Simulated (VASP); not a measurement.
Here is a VASP 6.6.1 calculation.

Contents of run.py:

```python
from ase.calculators.vasp import Vasp
from ase.eos import EquationOfState
from ase.io import Trajectory
from ase.io import read
from ase.units import GPa

atoms = read('NaF.cif')
calc = Vasp(
    directory='calc',
    xc='pbesol',
    pp='PBE',
    setups={'base': 'minimal', 'Na': '_pv', 'F': '_h'},
    prec='Accurate',
    encut=900,
    ediff=1e-06,
    ismear=0,
    sigma=0.05,
    lreal=False,
    lasph=True,
    nelm=60,
    algo='Normal',
    isif=2,
    lwave=False,
    lcharg=False,
    kpts=[10, 10, 10],
    gamma=True,
)
atoms.calc = calc
cell = atoms.cell.copy()
volumes, energies = [], []
traj = Trajectory('eos.traj', 'w')
for x in [0.94, 0.96, 0.98, 1.0, 1.02, 1.04, 1.06]:
    atoms.set_cell(cell * x ** (1 / 3), scale_atoms=True)
    volumes.append(atoms.get_volume())
    energies.append(atoms.get_potential_energy())
    traj.write(atoms)
    print(f'{x:5.2f} {volumes[-1]:12.5f} {energies[-1]:14.6f}')

v0, e0, B = EquationOfState(volumes, energies, eos='vinet').fit()
print(f'V0 = {v0:.4f} A^3, E0 = {e0:.6f} eV, B = {B / GPa:.2f} GPa')
```

NaF.cif

```cif
data_NaF
_cell_length_a 3.28097546
_cell_length_b 3.28097546
_cell_length_c 3.28097546
_cell_angle_alpha 60.00000000
_cell_angle_beta 60.00000000
_cell_angle_gamma 60.00000000
_space_group_name_H-M_alt 'P1'
_space_group_name_Hall 'P 1'
_space_group_IT_number 1
loop_
_space_group_symop_operation_xyz
'x,y,z'
loop_
_atom_site_label
_atom_site_type_symbol
_atom_site_symmetry_multiplicity
_atom_site_Wyckoff_symbol
_atom_site_fract_x
_atom_site_fract_y
_atom_site_fract_z
_atom_site_occupancy
Na1 Na 1 a 0.0000000000 0.0000000000 0.0000000000 1
F1 F 1 a 0.5000000000 0.5000000000 0.5000000000 1
```

Potentials or basis: VASP PAW PBE potentials, release 64 (Na_pv, F_h).

Launch:

```console
$ python run.py
```

Q: Estimate the pressure derivative of the bulk modulus.

A: 4.8.

Q: Estimate the bulk modulus.

A: 49 GPa.

Energy against volume, from the lowest point:
```
volume (Å³/atom)  energy (meV/atom)
          11.738               6.98
          11.988               2.82
          12.237               0.56
          12.487               0.00
          12.737               0.90
          12.987               3.17
          13.236               6.61
```

Caveat: the cutoff is under 1.25 times the usual one of these potentials, so pressure, stress and relaxed cells hold a basis-set (Pulay) error; the PAW data sets were made with another functional, which shifts forces and pressure a little.
